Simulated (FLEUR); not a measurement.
CdS (Greenockite):

```
Cd S
1.0
     4.15000    0.00000    0.00000
    -2.07500    3.59401    0.00000
     0.00000    0.00000    6.73700
Cd S
2 2
Direct
  0.66667 0.33333 0.50000
  0.33333 0.66667 0.00000
  0.66667 0.33333 0.87500
  0.33333 0.66667 0.37500
```

Base run:

- Program: FLEUR MaX-R8.1 (later development tree)
- Functional: PBE
- Potentials or basis: all-electron
- Basis: FLAPW
- Kmax: 5.33 1/bohr
- k mesh: 7 × 7 × 4
- Occupations: fermi-dirac, width 0.05 eV
- Spin: no spin polarisation

Its results: band gap on the k mesh 1.20 eV, direct.

**Question.** The run is repeated on the same cell with these changes: functional from PBE to PBEsol. What comes out?

**Answer.** Band gap on the k mesh 1.06 eV, direct.

Caveats: an odd mesh through Γ misses points on the zone boundary, where band edges often lie.

Not every run made on this cell is shown here.
